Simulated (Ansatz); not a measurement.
Al2Au in Ansatz: the effect of functional

Crystal: Al2Au.

```xyz
3
Lattice="0.0000 2.9388 2.9388 2.9388 0.0000 2.9388 2.9388 2.9388 0.0000" Properties=species:S:1:pos:R:3 pbc="T T T"
Au    0.0000    0.0000    0.0000
Al    4.4081    4.4081    4.4081
Al    1.4694    1.4694    1.4694
```

The cell isn't the ideal one: volume scaled by 0.94.

Alike in all runs:

| Property | Result |
| --- | --- |
| Program | Ansatz 0.2.0 |
| Task | single point |
| Potentials or basis | Ansatz PAW |
| k mesh | 8 × 8 × 8 |
| Occupations | fermi-dirac, width 0.05 eV |
| Spin | no spin polarisation |

```csv
functional,cutoff,pressure (GPa)
LDA,420 eV (not typed: the program's choice for these potentials),?
PBEsol,420 eV (not typed: the program's choice for these potentials),8.3
r2SCAN,500 eV (not typed: the program's choice for these potentials),9.1
```

Q: What does the run with functional LDA give?

A: Pressure 5.1 GPa.

Caveats: the PAW data sets come from PBE, with cores solved anew for the run's functional, which leaves a small shift of forces and pressure.
